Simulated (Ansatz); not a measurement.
This is a one-shot G0W0 calculation with the PAW code Ansatz on CaO built on the rocksalt prototype; the level of theory is G0W0@PBE with 151 empty bands, a screening cutoff of 180 eV and a 6×6×6 mesh. The geometry is the r2SCAN minimum.

input.yaml:
```yaml
crystal:
  lattice:
    - [0.0, 2.3975501136, 2.3975501136]
    - [2.3975501136, 0.0, 2.3975501136]
    - [2.3975501136, 2.3975501136, 0.0]
  atoms:
    - { symbol: Ca, position: [0.0, 0.0, 0.0] }
    - { symbol: O, position: [0.5, 0.5, 0.5] }
kpoints:
  mp_grid: { grid: [6, 6, 6] }
hamiltonian:
  xc: pbe
scf:
  occupations: { method: fixed }
gw:
  n_empty_bands: 151
  ecut_chi: 180
  qp_bands: [v2, c2]
  qp_kpoints: band_edges
  screening: { model: contour_deformation }
```

It took 7.1 s on 1 × NVIDIA H100 80GB HBM3 with 2 threads of AMD EPYC 7R13 Processor (Zen 3), on a shared host, load about 2.4 per core; peak host memory 1.4 GiB.

Abridged output:
```
Functional definition: PBE
Crystal: 2 atoms, lattice volume = 27.563 Å³
Basis set: ecut = 420 eV, 537 PW (Γ)
Bands: 12, of which v1, the nominal top of the filled ones, is band 8 counted from 1 (7 counted from 0)
Symmetry: 48 space group operations
Space group: Fm-3m (ITA 225)
k-points: 16 of 216
SCF iter   1: HF=-2387.717439 eV  Δρ=4.42e-4  dr2=1.40e-5
preconditioner: auto → none  [insulator: Δε(μ)=3.651 eV  ℏωp=26.5 eV]
SCF iter   2: HF=-2387.717670 eV  Δρ=2.75e-4  dr2=5.80e-6
SCF iter   3: HF=-2387.717716 eV  Δρ=1.48e-4  dr2=4.21e-6
SCF iter   4: HF=-2387.717729 eV  Δρ=9.13e-6  dr2=5.58e-9
SCF iter   5: HF=-2387.717729 eV  Δρ=2.55e-6  dr2=7.72e-10
SCF iter   6: HF=-2387.717729 eV  Δρ=7.48e-7  dr2=9.03e-11
SCF 1 converged in 6 iterations: F = -2387.717729 eV  dr2 = 9.03e-11
SCF converged after 6 iterations
Free energy (F): -2387.717729 eV
Fermi energy:    7.772552 eV
--- Per-component energies (eV) ---
  E_band       = -99.480410
  E_kinetic    = 456.484439
  E_local      = -887.906223
  E_nonlocal   = 111.522331
  E_hartree    = 294.499275
  E_xc         = -213.390318
  E_vxc        = -268.487870
  E_paw        = -1016.337597
  E_vpaw       = -100.094257
  E_ewald      = -1132.592060
--- G₀W₀: contour deformation, 6 samples at zero and on the imaginary axis and 2 off it, 216 q-points, 151 empty bands' worth ---
    ik  band        ε_KS         Σx   Σc(E_QP)       V_xc       Z   E_QP_lin       E_QP  E_QP is
     0     7      7.7726   -25.5040     4.2386   -20.2163  0.7522     6.7081     6.7235  root
     0     8      7.7726   -25.5040     4.2386   -20.2163  0.7522     6.7081     6.7235  root
     0     9     12.5614    -7.5901    -4.0107   -12.1856  0.8304    13.1490    13.1461  root
     0    10     14.0277    -7.5675    -5.2280   -14.6046  0.8108    15.8830    15.8368  root
     1     7      7.4218   -24.9230     4.2188   -19.6439  0.7511     6.3450     6.3616  root
     1     8      7.4218   -24.9230     4.2188   -19.6439  0.7511     6.3450     6.3616  root
     1     9     13.6639    -8.0839    -4.1642   -12.9915  0.8209    14.4127    14.4073  root
     1    10     14.0100    -8.2831    -4.9401   -14.8426  0.8060    15.6652    15.6294  root
     4     7      7.5871   -25.1791     4.2222   -19.8844  0.7523     6.4982     6.5147  root
     4     8      7.5871   -25.1791     4.2222   -19.8844  0.7523     6.4982     6.5147  root
     4     9     13.1718    -6.9082    -4.9153   -13.3764  0.8189    14.7544    14.7247  root
     4    10     13.6854    -8.1932    -4.2126   -13.2166  0.8211    14.5026    14.4962  root
     5     7      7.0525   -24.3592     4.2128   -19.0408  0.7503     5.9279     5.9471  root
     5     8      7.2231   -24.7201     4.2412   -19.3859  0.7505     6.1121     6.1303  root
     5     9     13.0925    -7.2303    -4.7623   -13.4501  0.8168    14.5756    14.5500  root
     5    10     15.0213    -8.8609    -4.5736   -14.5366  0.8056    16.1390    16.1235  root
     7     7      6.6397   -24.1363     4.3366   -18.6981  0.7448     5.5175     5.5381  root
     7     8      6.8225   -24.0811     4.2281   -18.7094  0.7499     5.6577     5.6788  root
     7     9     14.4339    -8.7194    -4.9693   -15.2796  0.7970    16.0631    16.0247  root
     7    10     15.2148    -8.9813    -5.0791   -15.6009  0.7916    16.7945    16.7553  root
     8     7      6.9378   -24.3822     4.2761   -19.0282  0.7474     5.8414     5.8600  root
     8     8      7.3148   -24.5649     4.1605   -19.3014  0.7530     6.1938     6.2119  root
     8     9     13.8403    -8.0120    -4.8878   -14.4666  0.8072    15.4404    15.4071  root
     8    10     14.6232    -8.6676    -4.4441   -14.1296  0.8111    15.6532    15.6411  root
     9     7      7.4158   -25.1345     4.2709   -19.7532  0.7516     6.2871     6.3054  root
     9     8      7.4158   -25.1345     4.2709   -19.7532  0.7516     6.2871     6.3054  root
     9     9     11.9229    -6.3687    -4.5454   -12.1999  0.8281    13.2259    13.2087  root
     9    10     15.1960    -8.5283    -4.8862   -14.7946  0.8103    16.6009    16.5760  root
    10     7      6.9260   -24.2878     4.2384   -18.8943  0.7505     5.7497     5.7709  root
    10     8      7.1819   -24.8948     4.2959   -19.4822  0.7499     6.0461     6.0654  root
    10     9     12.2792    -7.1304    -4.4923   -12.9290  0.8217    13.6039    13.5856  root
    10    10     15.9702    -9.4276    -5.3669   -16.6001  0.7932    17.8325    17.7758  root
    12     7      7.4009   -25.2630     4.3038   -19.8347  0.7512     6.2577     6.2765  root
    12     8      7.4009   -25.2630     4.3038   -19.8347  0.7512     6.2577     6.2765  root
    12     9     11.4254    -6.2420    -4.4123   -11.8542  0.8310    12.6393    12.6253  root
    12    10     15.8757    -9.9034    -5.4507   -17.4112  0.8000    17.9965    17.9329  root
  […]
```

The points are ik 0 = (0, 0, 0) (Γ), ik 1 = (0, 0, 1/6), ik 4 = (0, 1/6, 1/6), ik 5 = (0, 1/6, 1/3), ik 7 = (0, 1/6, -1/3), ik 8 = (0, 1/6, -1/6), ik 9 = (0, 1/3, 1/3), ik 10 = (0, 1/3, -1/2), ik 12 = (0, -1/2, -1/2), ik 14 = (1/6, 1/3, -1/3), ik 15 = (1/6, -1/2, -1/3); band 8 is the last filled one.

G0W0 moves the gap on the mesh from 3.65 eV (PBE) to 5.90 eV (Γ to k = (0, -1/2, -1/2)). Renormalisation factors Z lie between 0.74 and 0.83. No extrapolation in bands, cutoff or mesh was made for G0W0.

Calculated for a static, non-magnetic cell.
